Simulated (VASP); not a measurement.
A run of VASP 6.6.1 is set up as follows.

Contents of INCAR:

```
SYSTEM = TiO2
  PREC = Accurate
  ENCUT = 600
  EDIFF = 1E-7
  ISMEAR = -1
  SIGMA = 0.05
  LREAL = .False.
  LASPH = .True.
  NELM = 100
  ALGO = Normal
  ISIF = 3
  LWAVE = .False.
  LCHARG = .False.
  GGA = RE
  IVDW = 11
  IBRION = 2
  NSW = 40
  EDIFFG = -0.005
```

File KPOINTS:

```
regular mesh
0
Gamma
  6 6 9
  0 0 0
```

Contents of POSCAR:

```
TiO2
1.0
    4.5998373239      0.0000000000      0.0000000000
    0.0000000000      4.5998373239      0.0000000000
    0.0000000000      0.0000000000      2.9592135600
Ti O
2 4
Direct
    0.0000000000      0.0000000000      0.5000000000
    0.5000000000      0.5000000000      0.0000000000
    0.3043213200      0.3043213200      0.5000000000
    0.1956786800      0.8043213200      0.0000000000
    0.8043213200      0.1956786800      0.0000000000
    0.6956786800      0.6956786800      0.5000000000
```

Potentials or basis: VASP PAW PBE potentials, release 64 (Ti_sv, O).

Launch:

```bash
$ cat potpaw_PBE.64/Ti_sv/POTCAR potpaw_PBE.64/O/POTCAR > POTCAR
$ mpirun -np 1 vasp_std > vasp.out
```

Task: Estimate the dispersion energy per atom.

Result: -0.335 eV.

Task: What does it give for the relaxed volume?

Result: 10.61 Å³/atom.

Task: Predict the relaxed cell.

Result: a = 4.636 Å, b = 4.636 Å, c = 2.961 Å, α = 90.00°, β = 90.00°, γ = 90.00°.

Task: Estimate the band gap on the k mesh.

Result: 1.84 eV, direct.

Forces in eV/Å, atoms in the order of the input:
```
Ti   0.000  0.000  0.000
Ti   0.000  0.000  0.000
O    0.002  0.002  0.000
O   -0.002  0.002  0.000
O    0.002 -0.002  0.000
O   -0.002 -0.002  0.000
```

Caveat: the PAW data sets were made with another functional, which shifts forces and pressure a little; an odd mesh through Γ misses points on the zone boundary, where band edges often lie.
